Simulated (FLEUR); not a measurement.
# C (Fd-3m) in FLEUR: notebook, part 2 of 2

FLEUR MaX-R8.1 (later development tree).

**3. Equation of state, r2SCAN, 5.33 Å³/atom (volume scaled by 0.94)**

The input, inp.xml:

```xml
<?xml version="1.0" encoding="UTF-8" standalone="no"?>
<fleurInput fleurInputVersion="0.39">
   <comment>
      C                                                                                                   
   </comment>
   <calculationSetup>
      <cutoffs Kmax="5.5" Gmax="17.0" GmaxXC="17.0" numbands="0"/>
      <scfLoop itmax="80" minDistance="0.0001" maxIterBroyd="30" imix="Anderson" alpha="0.05" precondParam="0.0" spinf="2.0" sdNocoIR="T"/>
      <coreElectrons ctail="F" frcor="F" kcrel="0" coretail_lmax="0"/>
      <xcFunctional name="LibXC" relativisticCorrections="F">
         <LibXCName exchange="mgga_x_r2scan" correlation="mgga_c_r2scan"/>
         <AuxGGA exchange="117" correlation="130"/>
      </xcFunctional>
      <magnetism jspins="1"/>
      <soc l_soc="F" theta="0.0" phi="0.0" spav="F"/>
      <expertModes spex="0" secvar="F"/>
      <geometryOptimization l_f="F" forcealpha="1.0" forcemix="BFGS" epsdisp="0.00001" epsforce="0.00001"/>
      <ldaU l_linMix="F" mixParam="0.05" spinf="1.0"/>
   </calculationSetup>
   <cell>
      <bzIntegration valenceElectrons="8.0" mode="hist" fermiSmearingEnergy="0.00183747">
         <kPointListSelection listName="default-1"/>
         <!-- k-points included here -->
         <xi:include xmlns:xi="http://www.w3.org/2001/XInclude" href="kpts.xml"> </xi:include>
      </bzIntegration>
      <!-- symmetry operations included here -->
      <xi:include xmlns:xi="http://www.w3.org/2001/XInclude" href="sym.xml"> </xi:include>
      <bulkLattice scale="0.9795861087">
         <bravaisMatrix>
            <row-1>    0.0000000000000000     3.3700808788279017     3.3700808788279017</row-1>
            <row-2>    3.3700808788279017     0.0000000000000000     3.3700808788279017</row-2>
            <row-3>    3.3700808788279017     3.3700808788279017     0.0000000000000000</row-3>
         </bravaisMatrix>
      </bulkLattice>
   </cell>
   <atomSpecies>
      <species name="Carbon (C)" element="C" atomicNumber="6">
         <mtSphere radius="1.31" gridPoints="447" logIncrement="0.023"/>
         <atomicCutoffs lmax="8" lnonsphr="8"/>
         <electronConfig flipSpins="F">
            <coreConfig>(1s1/2)</coreConfig>
            <valenceConfig>(2s1/2) (2p1/2) (2p3/2)</valenceConfig>
            <stateOccupation state="(2p1/2)" spinUp="0.333333" spinDown="0.333333"/>
            <stateOccupation state="(2p3/2)" spinUp="0.666667" spinDown="0.666667"/>
         </electronConfig>
         <energyParameters s="2" p="2" d="3" f="4"/>
         <lo type="SCLO" l="0" n="2" eDeriv="2"/>
         <lo type="SCLO" l="1" n="2" eDeriv="2"/>
         <lo type="SCLO" l="2" n="3" eDeriv="2"/>
      </species>
   </atomSpecies>
   <atomGroups>
      <atomGroup species="Carbon (C)">
         <relPos label="                   1">-3.000/8.000 -3.000/8.000 -3.000/8.000</relPos>
         <relPos label="                   2">3.000/8.000 3.000/8.000 3.000/8.000</relPos>
         <force calculate="T" relaxXYZ="TTT"/>
      </atomGroup>
   </atomGroups>
   <output dos="F" band="F" slice="F">
      <checks vchk="F" cdinf="F"/>
      <bandDOS minEnergy="-.5*Htr" maxEnergy="0.5*Htr" sigma="0.015" storeEVData="T"/>
      <vacuumDOS vacdos="F" integ="F" star="F" nstars="0" locx1="0.0" locy1="0.0" locx2="0.0" locy2="0.0" nstm="0" tworkf="0.0"/>
      <unfoldingBand unfoldBand="F" supercellX="1" supercellY="1" supercellZ="1"/>
      <plotting iplot="0" polar="F">
         <plot TwoD="T" vec1="  1.0  0.0  0.0" vec2="  0.0  1.0  0.0" vec3="  0.0  0.0  1.0" zero="  0.0  0.0  0.0" file="plot"/>
      </plotting>
      <chargeDensitySlicing numkpt="0" minEigenval="0.0" maxEigenval="0.0" nnne="0" pallst="F"/>
      <specialOutput eonly="F"/>
      <moessbauerParams electricFieldGradient="T" isomerShift="T" coreHyperfine="T" valenceHyperfine="T"/>
      <magneticCircularDichroism mcd="F" energyLo="-10.0" energyUp="0.0"/>
   </output>
  <!-- We include the file relax.xml here to enable relaxations (see documentation) -->
  <xi:include xmlns:xi="http://www.w3.org/2001/XInclude" href="relax.xml"> <xi:fallback/> </xi:include>
</fleurInput>
```

Potentials or basis: all-electron, FLAPW.

Launch:

```
inpgen -f crystal.txt -profile fastHighL
# inp.xml edited to the form shown
fleur_MPI
```

The log of the run:

```text
Welcome to FLEUR        (www.flapw.de)
      MaX-Release 8.1          (www.max-centre.eu)
 func_ids         498         497         498         497
 MetaGGA potential functional detected - V_tau will be computed
 Auxiliary Potential for radial basis: exchange=         117  correlation=         130
The functional 'Re-regularized SCAN exchange by Furness et al' is an exchange functional, it belongs to the 'MGGA' family and is defined in the reference(s):
[1] J. W. Furness, A. D. Kaplan, J. Ning, J. P. Perdew, and J. Sun.,  J. Phys. Chem. Lett. 11, 8208-8215 (2020)
[2] J. W. Furness, A. D. Kaplan, J. Ning, J. P. Perdew, and J. Sun.,  J. Phys. Chem. Lett. 11, 9248-9248 (2020)
The functional 'Re-regularized SCAN correlation by Furness et al' is a correlation functional, it belongs to the 'MGGA' family and is defined in the reference(s):
[1] J. W. Furness, A. D. Kaplan, J. Ning, J. P. Perdew, and J. Sun.,  J. Phys. Chem. Lett. 11, 8208-8215 (2020)
[2] J. W. Furness, A. D. Kaplan, J. Ning, J. P. Perdew, and J. Sun.,  J. Phys. Chem. Lett. 11, 9248-9248 (2020)
 Using same functional for VXC and EXC

 ========== k-point set info ==========
 Selected k-point list: default-1
 k-point list type: mesh
 13 x 13 x 13
 Number of k points: 84

 ------------Calculation Setup---------------------------
 Number of MPI-tasks      :            1
 Number of PE/node        :            1
 Number of OMP-threads    :            1
 Most efficient MPI parallelization for:
           1           2           3           4           6           7          12          14          21          28          42          84
 Additional eigenvalue parallelization possible
 Number of basis functions:          238
 Approximate size of matrices (H+S) per k-point:         0.001 GB
 --------------------------------------------------------
The functional 'Hammer, Hansen, and Norskov' is an exchange functional, it belongs to the 'GGA' family and is defined in the reference(s):
[... 6 lines left out ...]
 Reset of history
 Reset of history
 Iteration:     1   Distance:      25.42842669 me/bohr^3
The functional 'Hammer, Hansen, and Norskov' is an exchange functional, it belongs to the 'GGA' family and is defined in the reference(s):
[1] B. Hammer, L. B. Hansen, and J. K. Nørskov.,  Phys. Rev. B 59, 7413 (1999)
The functional 'Perdew, Burke & Ernzerhof' is a correlation functional, it belongs to the 'GGA' family and is defined in the reference(s):
[1] J. P. Perdew, K. Burke, and M. Ernzerhof.,  Phys. Rev. Lett. 77, 3865 (1996)
[2] J. P. Perdew, K. Burke, and M. Ernzerhof.,  Phys. Rev. Lett. 78, 1396 (1997)
 Using same functional for VXC and EXC
 Iteration:     2   Distance:      23.54641290 me/bohr^3
The functional 'Hammer, Hansen, and Norskov' is an exchange functional, it belongs to the 'GGA' family and is defined in the reference(s):
[1] B. Hammer, L. B. Hansen, and J. K. Nørskov.,  Phys. Rev. B 59, 7413 (1999)
The functional 'Perdew, Burke & Ernzerhof' is a correlation functional, it belongs to the 'GGA' family and is defined in the reference(s):
[1] J. P. Perdew, K. Burke, and M. Ernzerhof.,  Phys. Rev. Lett. 77, 3865 (1996)
[2] J. P. Perdew, K. Burke, and M. Ernzerhof.,  Phys. Rev. Lett. 78, 1396 (1997)
 Using same functional for VXC and EXC
 Iteration:     3   Distance:      22.18049981 me/bohr^3
The functional 'Hammer, Hansen, and Norskov' is an exchange functional, it belongs to the 'GGA' family and is defined in the reference(s):
[1] B. Hammer, L. B. Hansen, and J. K. Nørskov.,  Phys. Rev. B 59, 7413 (1999)
The functional 'Perdew, Burke & Ernzerhof' is a correlation functional, it belongs to the 'GGA' family and is defined in the reference(s):
[1] J. P. Perdew, K. Burke, and M. Ernzerhof.,  Phys. Rev. Lett. 77, 3865 (1996)
[2] J. P. Perdew, K. Burke, and M. Ernzerhof.,  Phys. Rev. Lett. 78, 1396 (1997)
 Using same functional for VXC and EXC
 Iteration:     4   Distance:       3.01239644 me/bohr^3
The functional 'Hammer, Hansen, and Norskov' is an exchange functional, it belongs to the 'GGA' family and is defined in the reference(s):
[1] B. Hammer, L. B. Hansen, and J. K. Nørskov.,  Phys. Rev. B 59, 7413 (1999)
The functional 'Perdew, Burke & Ernzerhof' is a correlation functional, it belongs to the 'GGA' family and is defined in the reference(s):
[1] J. P. Perdew, K. Burke, and M. Ernzerhof.,  Phys. Rev. Lett. 77, 3865 (1996)
[2] J. P. Perdew, K. Burke, and M. Ernzerhof.,  Phys. Rev. Lett. 78, 1396 (1997)
 Using same functional for VXC and EXC
 Iteration:     5   Distance:       2.08306821 me/bohr^3
The functional 'Hammer, Hansen, and Norskov' is an exchange functional, it belongs to the 'GGA' family and is defined in the reference(s):
[... 18 lines left out ...]
 Using same functional for VXC and EXC
 Iteration:     8   Distance:       0.00951135 me/bohr^3
The functional 'Hammer, Hansen, and Norskov' is an exchange functional, it belongs to the 'GGA' family and is defined in the reference(s):
[1] B. Hammer, L. B. Hansen, and J. K. Nørskov.,  Phys. Rev. B 59, 7413 (1999)
The functional 'Perdew, Burke & Ernzerhof' is a correlation functional, it belongs to the 'GGA' family and is defined in the reference(s):
[1] J. P. Perdew, K. Burke, and M. Ernzerhof.,  Phys. Rev. Lett. 77, 3865 (1996)
[2] J. P. Perdew, K. Burke, and M. Ernzerhof.,  Phys. Rev. Lett. 78, 1396 (1997)
 Using same functional for VXC and EXC
 Iteration:     9   Distance:       0.00927770 me/bohr^3
The functional 'Hammer, Hansen, and Norskov' is an exchange functional, it belongs to the 'GGA' family and is defined in the reference(s):
[1] B. Hammer, L. B. Hansen, and J. K. Nørskov.,  Phys. Rev. B 59, 7413 (1999)
The functional 'Perdew, Burke & Ernzerhof' is a correlation functional, it belongs to the 'GGA' family and is defined in the reference(s):
[1] J. P. Perdew, K. Burke, and M. Ernzerhof.,  Phys. Rev. Lett. 77, 3865 (1996)
[2] J. P. Perdew, K. Burke, and M. Ernzerhof.,  Phys. Rev. Lett. 78, 1396 (1997)
 Using same functional for VXC and EXC
 Iteration:    10   Distance:       0.00029108 me/bohr^3
The functional 'Hammer, Hansen, and Norskov' is an exchange functional, it belongs to the 'GGA' family and is defined in the reference(s):
[1] B. Hammer, L. B. Hansen, and J. K. Nørskov.,  Phys. Rev. B 59, 7413 (1999)
The functional 'Perdew, Burke & Ernzerhof' is a correlation functional, it belongs to the 'GGA' family and is defined in the reference(s):
[1] J. P. Perdew, K. Burke, and M. Ernzerhof.,  Phys. Rev. Lett. 77, 3865 (1996)
[2] J. P. Perdew, K. Burke, and M. Ernzerhof.,  Phys. Rev. Lett. 78, 1396 (1997)
 Using same functional for VXC and EXC
 Iteration:    11   Distance:       0.00008840 me/bohr^3

 ********************************************************************
 Run finished successfully
 Stop message:
   all done
 ********************************************************************
```

It took 13 s on 1 thread of Arm Neoverse V2, shared host; peak memory 0.08 GiB.

What came out:

- Free energy: -2074.8888 eV
- Band gap on the k mesh: 4.50 eV, indirect (least direct gap 6.05 eV)
- Valence electrons inside the program's atomic spheres: C 2.01 (radii C 1.31 bohr)

Caveat: the meta-GGA is that of a development version, with a GGA for the radial functions and cores and without core tails; an odd mesh through Γ misses points on the zone boundary, where band edges often lie.

**4. Equation of state, r2SCAN, 5.44 Å³/atom (volume scaled by 0.96)**

Changes to inp.xml since step 3:

```diff
@@ -27,3 +27,3 @@
       <xi:include xmlns:xi="http://www.w3.org/2001/XInclude" href="sym.xml"> </xi:include>
-      <bulkLattice scale="0.9795861087">
+      <bulkLattice scale="0.9864848297">
          <bravaisMatrix>
```

Launch:

```
inpgen -f crystal.txt -profile fastHighL
# inp.xml edited to the form shown
fleur_MPI
```

It took 14 s on 1 thread of Arm Neoverse V2, shared host; peak memory 0.08 GiB.

It converged, with:

| Quantity | Value |
| --- | --- |
| Free energy | -2074.9206 eV |
| Band gap on the k mesh | 4.46 eV, indirect (least direct gap 5.99 eV) |
| Valence electrons inside the program's atomic spheres | C 1.99 (radii C 1.31 bohr) |

Caveat: the meta-GGA is that of a development version, with a GGA for the radial functions and cores and without core tails; an odd mesh through Γ misses points on the zone boundary, where band edges often lie.

**5. Equation of state, r2SCAN, 5.67 Å³/atom**

Changes to inp.xml since step 4:

```diff
@@ -27,3 +27,3 @@
       <xi:include xmlns:xi="http://www.w3.org/2001/XInclude" href="sym.xml"> </xi:include>
-      <bulkLattice scale="0.9864848297">
+      <bulkLattice scale="1.0000000000">
          <bravaisMatrix>
```

Launch:

```
inpgen -f crystal.txt -profile fastHighL
# inp.xml edited to the form shown
fleur_MPI
```

Run time: 14 s. Hardware: 1 thread of Arm Neoverse V2, shared host; peak memory 0.09 GiB.

Results (log left out):

| Quantity | Value |
| --- | --- |
| Free energy | -2074.9399 eV |
| Band gap on the k mesh | 4.36 eV, indirect (least direct gap 5.87 eV) |
| Valence electrons inside the program's atomic spheres | C 1.95 (radii C 1.31 bohr) |

Caveat: the meta-GGA is that of a development version, with a GGA for the radial functions and cores and without core tails; an odd mesh through Γ misses points on the zone boundary, where band edges often lie.

**6. Equation of state, r2SCAN, 5.90 Å³/atom (volume scaled by 1.04)**

Changes to inp.xml since step 5:

```diff
@@ -27,3 +27,3 @@
       <xi:include xmlns:xi="http://www.w3.org/2001/XInclude" href="sym.xml"> </xi:include>
-      <bulkLattice scale="1.0000000000">
+      <bulkLattice scale="1.0131594038">
          <bravaisMatrix>
```

Potentials or basis: all-electron, FLAPW.

Launch:

```
inpgen -f crystal.txt -profile fastHighL
# inp.xml edited to the form shown
fleur_MPI
```

Run time: 14 s. Hardware: 1 thread of Arm Neoverse V2, shared host; peak memory 0.09 GiB.

The run converged. Its results:

```yaml
Free_energy: -2074.9092 eV
Band_gap_on_the_k_mesh: 4.27 eV, indirect (least direct gap 5.76 eV)
Valence_electrons_inside_the_program's_atomic_spheres: C 1.92 (radii C 1.31 bohr)
```

Caveat: the meta-GGA is that of a development version, with a GGA for the radial functions and cores and without core tails; an odd mesh through Γ misses points on the zone boundary, where band edges often lie.

**7. Equation of state, r2SCAN, 6.01 Å³/atom (volume scaled by 1.06)**

Changes to inp.xml since step 6:

```diff
@@ -27,3 +27,3 @@
       <xi:include xmlns:xi="http://www.w3.org/2001/XInclude" href="sym.xml"> </xi:include>
-      <bulkLattice scale="1.0131594038">
+      <bulkLattice scale="1.0196128224">
          <bravaisMatrix>
```

Launch:

```
inpgen -f crystal.txt -profile fastHighL
# inp.xml edited to the form shown
fleur_MPI
```

It took 14 s on 1 thread of Arm Neoverse V2, shared host; peak memory 0.09 GiB.

The run converged. Its results:

```
Free energy                                           : -2074.8777 eV
Band gap on the k mesh                                : 4.23 eV, indirect (least direct gap 5.71 eV)
Valence electrons inside the program's atomic spheres : C 1.90 (radii C 1.31 bohr)
```

Caveat: the meta-GGA is that of a development version, with a GGA for the radial functions and cores and without core tails; an odd mesh through Γ misses points on the zone boundary, where band edges often lie.

**8. Equation of state, r2SCAN**

No new run: the results of the series are fitted here.

What came out:

```yaml
Equilibrium_volume: 5.64 Å³/atom
Bulk_modulus: 451 GPa
```

Energy against volume, from the lowest point:
```
volume (Å³/atom)  energy (meV/atom)
           5.332              25.55
           5.445               9.67
           5.672               0.00
           5.899              15.37
           6.012              31.09
```

Caveat: the meta-GGA is that of a development version, with a GGA for the radial functions and cores and without core tails.

**9. How close it comes**

Step 8. A measured bulk modulus of C is 444.8 GPa (quoted in “Equation of state of cubic boron nitride at high pressures and temperatures”, 2007, arxiv:cond-mat/0702656); the calculated 451 GPa misses it by +1.4 %. 3 values of this kind are on record (442 to 444.8 GPa); this one was drawn at random among those near their median, those with a stated uncertainty first. The fit is for a static lattice scaled at fixed shape and fixed fractional positions. The cell as given is a measured one (5.67 Å³/atom); r2SCAN puts the equilibrium volume -0.6 % from it, thermal expansion not counted.
